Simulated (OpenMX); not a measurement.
# InSe under changes of volume

One of the cells (30.061 Å³/atom); the others are scaled copies at fixed shape and fractional positions:

```
CELL_PARAMETERS angstrom
4.05000 0.00000 0.00000
-2.02500 3.50740 0.00000
0.00000 0.00000 16.93000
ATOMIC_POSITIONS crystal
In 0.66667 0.33333 0.84300
In 0.33333 0.66667 0.34300
In 0.66667 0.33333 0.65700
In 0.33333 0.66667 0.15700
Se 0.66667 0.33333 0.39800
Se 0.33333 0.66667 0.89800
Se 0.66667 0.33333 0.10200
Se 0.33333 0.66667 0.60200
```

* Program: OpenMX 3.8.5
* Functional: PBE
* Potentials or basis: OpenMX 2013 PBE set, In7.0-s3p2d1, Se7.0-s3p2d1, fixed grid of 48 × 48 × 225 points
* k mesh: 9 × 9 × 3
* Occupations: fermi-dirac, width 0.05 eV
* Spin: no spin polarisation

| volume (Å³/atom) | energy over the lowest point (meV/atom) | largest force (eV/Å) |
| --- | --- | --- |
| 28.258 | 224.68 | 4.323 |
| 28.859 | 172.63 | 4.074 |
| 29.460 | 127.21 | 3.861 |
| 30.061 | 87.77 | 3.685 |
| 30.663 | ? | ? |
| 31.264 | 24.63 | 3.288 |
| 31.865 | 0.00 | 3.113 |

**Question.** What does the run at 30.663 Å³/atom give?

**Answer.** Energy over the lowest point 53.72 meV/atom; largest force 3.468 eV/Å.

Worked out: A Birch-Murnaghan fit of order 3 (a polynomial in V^(-2/3)) to the other rows has no minimum within the range. It gives 53.71 meV/atom at 30.663 Å³/atom, against the run's 53.72.

Energies are extrapolated to zero smearing.

Caveats: the basis has few d functions beyond the semicore shells, which can make volumes several per cent too large; this functional lacks dispersion, which binds the layers, so the pressure and a relaxed spacing across them are unreliable; the basis of atomic orbitals isn't converged, which shifts pressures, moduli and gaps; forces of over 1 eV/Å show positions far from the minimum, so gaps and moduli don't describe the material at rest.
